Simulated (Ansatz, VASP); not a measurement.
# Two plane-wave programs on GaP

POSCAR

```
GaP
1.0
    0.0000000000      2.7252500000      2.7252500000
    2.7252500000      0.0000000000      2.7252500000
    2.7252500000      2.7252500000      0.0000000000
Ga P
1 1
Direct
    0.0000000000      0.0000000000      0.0000000000
    0.2500000000      0.2500000000      0.2500000000
```

File INCAR.step1:

```
  PREC = Accurate
  ENCUT = 520
  ISMEAR = -1
  SIGMA = 0.02
  LREAL = False
  LASPH = True
  NELM = 60
  NBANDS = 16
  GGA = PE
  ALGO = Normal
  EDIFF = 1E-4
  LWAVE = True
  LCHARG = False
```

File INCAR.step2:

```
  PREC = Accurate
  ENCUT = 520
  EDIFF = 1E-8
  ISMEAR = -1
  SIGMA = 0.02
  LREAL = False
  LASPH = True
  NELM = 60
  ALGO = Normal
  ISIF = 2
  LWAVE = False
  LCHARG = False
  METAGGA = R2SCAN
  LMIXTAU = True
  LEFG = True
  NBANDS = 16
  ISTART = 1
```

KPOINTS

```
regular mesh
0
Gamma
  14 14 14
```

Input for Ansatz:

```yaml
crystal:
  lattice:
    - [0.0, 2.72525, 2.72525]
    - [2.72525, 0.0, 2.72525]
    - [2.72525, 2.72525, 0.0]
  atoms:
    - { symbol: Ga, position: [0.0, 0.0, 0.0] }
    - { symbol: P, position: [0.25, 0.25, 0.25] }
kpoints:
  mp_grid: { grid: [14, 14, 14] }
scf:
  occupations: { method: fermi_dirac, width: 0.02 }
hamiltonian:
  xc: r2scan
  pseudopotentials: { kind: paw }
output:
  forces: true
  stress: true
  populations: true
  efg: { quadrupole_moments_barn: { Ga: 0.107 }, contact_densities: true }
```

Alike in both runs: task electric field gradients; functional r2SCAN; k mesh 14 × 14 × 14; occupations fermi-dirac, width 0.02 eV; no spin polarisation.

|  | VASP | Ansatz |
| --- | --- | --- |
| version | VASP 6.6.1 | Ansatz 0.2.0 |
| potentials or method | VASP PAW PBE potentials, release 64 (Ga_d, P) | plane-wave PAW, scalar-relativistic |
| plane-wave cutoff (eV) | 520 | 500 |
| valence electrons in the cell | 18 | 18 |

```csv
,VASP,Ansatz,Ansatz less VASP
gap on the k mesh at the Fermi level (eV),1.85,1.84,-0.007
pressure (GPa),0.0,0.0,+0.06
Vzz of the field gradient on the site that differs most (V/Å²),0.0,0.0,0.00
```

Caveats: the PAW data sets were made with another functional, which shifts forces and pressure a little (VASP). r2SCAN opens gaps a little over a GGA but as a rule still falls short of measured ones. A k mesh can miss the band edges.
